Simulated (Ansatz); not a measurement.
**Levels of theory for ZnO (CsCl type)**

All numbers come from Ansatz 0.2.0. Note: simulated data, non-magnetic, for a generated structure that need not be the stable one.

The cell is ZnO (CsCl type); cell and atoms were relaxed with r2SCAN. It is cubic, Pm-3m (No. 221); conventional cell a = 2.646 Å, 9.26 Å³ an atom. Zn is surrounded by 8 O at 2.29 Å; O is surrounded by 8 Zn at 2.29 Å.

```yaml
crystal:
  lattice:
    - [2.64617, 0.00000, 0.00000]
    - [0.00000, 2.64617, 0.00000]
    - [0.00000, 0.00000, 2.64617]
  atoms:
    - { symbol: Zn, position: [0.00000, 0.00000, 0.00000] }
    - { symbol: O, position: [0.50000, 0.50000, 0.50000] }
```

Relaxed lattice by functional, symmetry kept:
```csv
functional,k mesh,a (Å),volume (Å³/atom)
PBE,10×10×10,2.688,9.71
r2SCAN,8×8×8,2.646,9.26
PBEsol,8×8×8,2.645,9.25
LDA,8×8×8,2.612,8.91
HSE06,6×6×6,2.647,9.27
```

On this one geometry the levels give:
```json
{"level": "LDA", "k mesh": "10×10×10", "gap (eV)": "none (overlap 0.62)", "kind": "–", "edges": "–", "least direct gap (eV)": "–", "rough cost": "1.8 core-seconds"}
{"level": "PBE", "k mesh": "10×10×10", "gap (eV)": "none (overlap 0.59)", "kind": "–", "edges": "–", "least direct gap (eV)": "–", "rough cost": "1.9 core-seconds"}
{"level": "r2SCAN", "k mesh": "10×10×10", "gap (eV)": "none (overlap 0.04)", "kind": "–", "edges": "–", "least direct gap (eV)": "–", "rough cost": "4 core-seconds"}
{"level": "HSE06", "k mesh": "6×6×6", "gap (eV)": "0.85", "kind": "indirect", "edges": "X → Γ", "least direct gap (eV)": "2.16", "rough cost": "40 core-seconds"}
```
All runs use a smearing of 0.02 eV.
Wave cutoffs: 420 eV, 500 eV (r2SCAN).
Costs come from shared machines and give only the order; PBE's includes the band path. The runs had 2 threads of Arm Neoverse V1 (shared host).

With HSE06 the valence top lies at X and the conduction bottom at Γ, 0.85 eV higher; the smallest vertical gap, at Γ, is 2.16 eV.

The levels disagree on the kind of gap: indirect with HSE06; no gap with LDA, PBE, r2SCAN.

Where bands overlap the cell is a metal at that level, and these k meshes limit energies, forces and stress.

The meshes of the hybrids are coarse, so their gaps aren't converged to the digits shown.
